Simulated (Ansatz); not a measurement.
# MgSe: the cost of one run

Method: DFT r2SCAN, scalar-relativistic, plane waves, PAW, in Ansatz 0.2.0.

The COD entry's cell or inner coordinates are ideal or old and differ from later refinements, so a difference from it is no clean test against experiment.

1 further run of the same task is left out (set aside as unsound or not needed).

**1. The structure to begin with**

The structure is cubic, space group Fm-3m (No. 225). Conventional cell: a = 5.451 Å, b = 5.451 Å, c = 5.451 Å, α = 90.00°, β = 90.00°, γ = 90.00°. Around Mg (site symmetry m-3m) lie 6 Se at 2.73 Å. Se (site symmetry m-3m) is surrounded by 6 Mg at 2.73 Å.

Structure file:

```cif
data_structure
_symmetry_space_group_name_H-M 'P 1'
_symmetry_Int_Tables_number 1
_cell_length_a 3.8544
_cell_length_b 3.8544
_cell_length_c 3.8544
_cell_angle_alpha 60.000
_cell_angle_beta 60.000
_cell_angle_gamma 60.000
_cell_volume 40.49
loop_
_atom_site_label
_atom_site_type_symbol
_atom_site_fract_x
_atom_site_fract_y
_atom_site_fract_z
_atom_site_occupancy
Mg1 Mg 0.00000 0.00000 0.00000 1
Se1 Se 0.50000 0.50000 0.50000 1
```

The structure comes from the Crystallography Open Database.

**2. Another functional, on a distorted cell: r2SCAN**

Against the listed cell: strain xx, yy, zz, yz, xz, xy = -3.0, -3.0, -3.0, +0.0, +0.0, +0.0 %.

File input.yaml:

```yaml
crystal:
  lattice:
    - [0.0, 2.644743435, 2.644743435]
    - [2.644743435, 0.0, 2.644743435]
    - [2.644743435, 2.644743435, 0.0]
  atoms:
    - { symbol: Mg, position: [0.0, 0.0, 0.0] }
    - { symbol: Se, position: [0.5, 0.5, 0.5] }
basis:
  ecutwfc: 500
kpoints:
  mp_grid: { grid: [8, 8, 8] }
hamiltonian:
  xc: r2scan
scf:
  occupations: { method: gaussian, width: 0.02 }
output:
  forces: true
  stress: true
  eigenvalues: true
```

Run with:

```bash
> ansatz run input.yaml --threads 1 --pin off --max-ram 1331MiB --backend cpu --events-out ev --progress --plain --runs-dir out
```

Q: Estimate wall time and peak memory on 1 thread of an x86-64 CPU, shared host.

About 5.8 s, with a peak of 0.43 GiB.
